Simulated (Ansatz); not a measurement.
Crystal: Ir.

```
Ir
1.0
     2.75138    0.00000    0.00000
    -1.37569    2.38276    0.00000
     0.00000    0.00000    4.46229
Ir
2
Cartesian
  0.0000 1.5885 1.1156
  1.3757 0.7943 3.3467
```

This isn't the form of Ir at room conditions, which is fcc.

* Program: Ansatz 0.2.0
* Task: relaxation of cell and atoms
* Functional: RPBE
* Dispersion: D4
* Potentials or basis: Ansatz PAW
* Cutoff: 420 eV (not typed: the program's choice for these potentials)
* k mesh: 11 × 11 × 6
* Occupations: fermi-dirac, width 0.05 eV
* Spin: no spin polarisation

At the start: volume 14.63 Å³/atom.

How do energy, volume and symmetry change on relaxing?

It ends after 7 steps and the volume is 14.03 Å³/atom (-4.1 %); space group P6_3/mmc (No. 194, to 0.05 Å).

Step by step:
```tsv
step	energy change (eV)	largest force (eV/Å)	volume (Å³)
1	0.0000	0.0000	29.25
2	-0.0545	0.0000	28.26
3	-0.0563	0.0000	28.07
4	-0.0563	0.0000	28.06
5	-0.0554	0.0000	28.06
6	-0.0554	0.0000	28.07
7	-0.0554	0.0000	28.07
```

Final structure:
```
Ir
1.0
     2.71339    0.00000    0.00000
    -1.35669    2.34986    0.00000
     0.00000    0.00000    4.40179
Ir
2
Cartesian
  0.0000 1.5666 1.1004
  1.3567 0.7833 3.3013
```

Caveat: the plane-wave basis is chosen anew once the cell has moved, so the energies of steps on either side of that aren't comparable; pairwise dispersion overbinds metals, which lowers pressure and volume; the PAW data sets come from PBE, with cores solved anew for the run's functional, which leaves a small shift of forces and pressure.
